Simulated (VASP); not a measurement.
# CsPbCl₃: molecular dynamics with a thermostat

CsPbCl₃, Pm-3m (no. 221), 10 atoms in the cell. PBE, molecular dynamics; PAW potentials Pb, Cs_sv, Cl (PBE set).

Ensemble: Nose-Hoover; Target temperature (K): 1000.

## Input

INCAR:
```
GGA = PE ; PREC = Normal
ENCUT = 260 ; EDIFF = 1E-6
NELMIN = 4 ; NELM = 60
ALGO = Normal ; LREAL = Auto
LASPH = True ; ISMEAR = 0
SIGMA = 0.05 ; ISYM = 0
LWAVE = False ; LCHARG = False
IBRION = 0 ; NSW = 60
POTIM = 2.0 ; TEBEG = 1000
ISIF = 2 ; RANDOM_SEED = 257057 0 0
MDALGO = 2 ; SMASS = 0
KPAR = 2
```

KPOINTS:
```
k-points
0
Monkhorst-Pack
  2 2 1
```

POSCAR:
```
CsPbCl3
1.0
    5.6050000000      0.0000000000      0.0000000000
    0.0000000000      5.6050000000      0.0000000000
    0.0000000000      0.0000000000     11.2100000000
Pb Cs Cl
2 2 6
Direct
    0.5000000000      0.5000000000      0.2500000000
    0.5000000000      0.5000000000      0.7500000000
    0.0000000000      0.0000000000      0.0000000000
    0.0000000000      0.0000000000      0.5000000000
    0.5000000000      0.0000000000      0.2500000000
    0.5000000000      0.0000000000      0.7500000000
    0.0000000000      0.5000000000      0.2500000000
    0.0000000000      0.5000000000      0.7500000000
    0.5000000000      0.5000000000      0.0000000000
    0.5000000000      0.5000000000      0.5000000000
```

Commands:
```
cat potpaw_PBE.64/Pb/POTCAR potpaw_PBE.64/Cs_sv/POTCAR potpaw_PBE.64/Cl/POTCAR > POTCAR
mpirun -np 2 vasp_std > vasp.out
```

## Result

- Mean temperature (K): 952
- Rise of the mean potential energy above the start (meV/atom): 81.7
- Electronic steps per ionic step after the first: 4.2

Course of the run:

| Time (fs) | Temperature (K) | Potential energy less the first (meV/atom) |
|---|---|---|
| 2 | 1000 | 0.0 |
| 12 | 971 | 3.5 |
| 20 | 920 | 10.9 |
| 30 | 861 | 24.3 |
| 38 | 851 | 36.3 |
| 48 | 914 | 51.0 |
| 56 | 1022 | 62.2 |
| 66 | 1158 | 77.6 |
| 74 | 1177 | 93.5 |
| 84 | 1046 | 118.8 |
| 92 | 890 | 141.1 |
| 102 | 768 | 165.6 |
| 110 | 793 | 179.2 |
| 120 | 1022 | 187.2 |

REPORT:
```
MDALGO =   2
               SCALING =       0
                 CNEXP =     9.000   14.000
           RANDOM_SEED =            257057                0                0

   original number of atomic DOF:         27
   number of independent constraints:      0
   number of active DOF:                  27

========================================
         MD step No.       1
========================================

  Atomic velocities initialized by STEP_tb

  >Energies
                    E_tot             E_pot             E_kin               EPS                ES
   e_b>   -0.34272068E+02   -0.35435415E+02    0.11633470E+01    0.00000000E+00    0.00000000E+00

  >Temperature
               T_sim     T_inst
   tmprt>   1000.000   1000.000

  >Thermostat:
           s(n+1) sdot(n+1)      s(n)   sdot(n)        Qs
   s_b>  -0.00000  -0.00000   0.00000   0.00000   0.23169

           RANDOM_SEED =            257057               60                0

[... steps left out ...]

========================================
         MD step No.      60
========================================

  >Energies
                    E_tot             E_pot             E_kin               EPS                ES
   e_b>   -0.34271244E+02   -0.33563724E+02    0.11885632E+01    0.11898519E+00   -0.20150688E+01

  >Temperature
               T_sim     T_inst
   tmprt>   1000.000   1021.675

  >Thermostat:
           s(n+1) sdot(n+1)      s(n)   sdot(n)        Qs
   s_b>  -0.90124  -0.03483  -0.86607  -0.03552   0.23169

           RANDOM_SEED =            257057               60                0
```

OSZICAR:
```
N       E                     dE             d eps       ncg     rms          rms(c)
DAV:   1     0.387471436146E+03    0.38747E+03   -0.19269E+04   160   0.821E+02
DAV:   2     0.455567056882E+00   -0.38702E+03   -0.37931E+03   232   0.203E+02
DAV:   3    -0.364781539699E+02   -0.36934E+02   -0.36847E+02   184   0.751E+01
DAV:   4    -0.370586963708E+02   -0.58054E+00   -0.57904E+00   192   0.111E+01
DAV:   5    -0.370736028374E+02   -0.14906E-01   -0.14902E-01   192   0.167E+00    0.164E+01
DAV:   6    -0.355070494299E+02    0.15666E+01   -0.35157E+00   192   0.612E+00    0.103E+01
DAV:   7    -0.354379272022E+02    0.69122E-01   -0.17342E+00   200   0.405E+00    0.492E+00
DAV:   8    -0.354356906888E+02    0.22365E-02   -0.13556E-01   192   0.139E+00    0.219E+00
DAV:   9    -0.354341154908E+02    0.15752E-02   -0.20900E-02   200   0.488E-01    0.735E-01
DAV:  10    -0.354352171348E+02   -0.11016E-02   -0.20212E-03   192   0.193E-01    0.100E-01
DAV:  11    -0.354352747170E+02   -0.57582E-04   -0.17018E-04   224   0.535E-02    0.821E-02
DAV:  12    -0.354354059311E+02   -0.13121E-03   -0.16118E-04   176   0.589E-02    0.244E-02
[... left out ...]
     58 T=   904. E= -.34271313E+02 F= -.33584135E+02 E0= -.33584135E+02  EK= 0.10516E+01 SP= -.19E+01 SK= 0.11E+00
     59 T=   959. E= -.34271254E+02 F= -.33572221E+02 E0= -.33572221E+02  EK= 0.11154E+01 SP= -.19E+01 SK= 0.12E+00
[... last step whole ...]
       N       E                     dE             d eps       ncg     rms          rms(c)
DAV:   1    -0.335636750755E+02    0.85465E-02   -0.15597E-02   192   0.236E+00    0.402E-02
DAV:   2    -0.335637237995E+02   -0.48724E-04   -0.54936E-04   160   0.111E-01    0.231E-02
DAV:   3    -0.335637240628E+02   -0.26329E-06   -0.73273E-06   176   0.138E-02    0.145E-02
DAV:   4    -0.335637235398E+02    0.52303E-06   -0.72014E-07    96   0.433E-03
     60 T=  1022. E= -.34271244E+02 F= -.33563724E+02 E0= -.33563724E+02  EK= 0.11886E+01 SP= -.20E+01 SK= 0.12E+00
```

Limits: 120 fs of 10 atoms are too short for converged averages.

VASP 6.6.1 took 334 s on 2 cores (Intel Xeon Platinum 8375C @ 2.90GHz (Ice Lake)), a shared host.
